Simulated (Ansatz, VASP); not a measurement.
# Zn: VASP beside Ansatz

```
Zn
1.0
    -1.58968    1.58968    1.58968
     1.58968   -1.58968    1.58968
     1.58968    1.58968   -1.58968
Zn
1
Cartesian
  0.0000 0.0000 0.0000
```

Change from the starting cell: volume scaled by 1.04.

Alike in both runs: task single point; functional PBEsol; k mesh 12 × 12 × 12; occupations fermi-dirac, width 0.05 eV; no spin polarisation.

```csv
,VASP,Ansatz
version,VASP 6.6.1,Ansatz 0.2.0
potentials or method,"VASP PAW PBE potentials, release 64 (Zn)",Ansatz PAW
plane-wave cutoff (eV),520,420
valence electrons in the cell,12,12
```

|  | VASP | Ansatz | Ansatz less VASP |
| --- | --- | --- | --- |
| gap on the k mesh at the Fermi level (eV) | none | none | - |
| pressure (GPa) | -6.7 | -7.0 | -0.24 |

A gap of «none» marks a metal or a gap that the smearing closes.

Caveats: the PAW data sets were made with another functional, which shifts forces and pressure a little (VASP); the PAW data sets come from PBE, with cores solved anew for the run's functional, which leaves a small shift of forces and pressure (Ansatz).
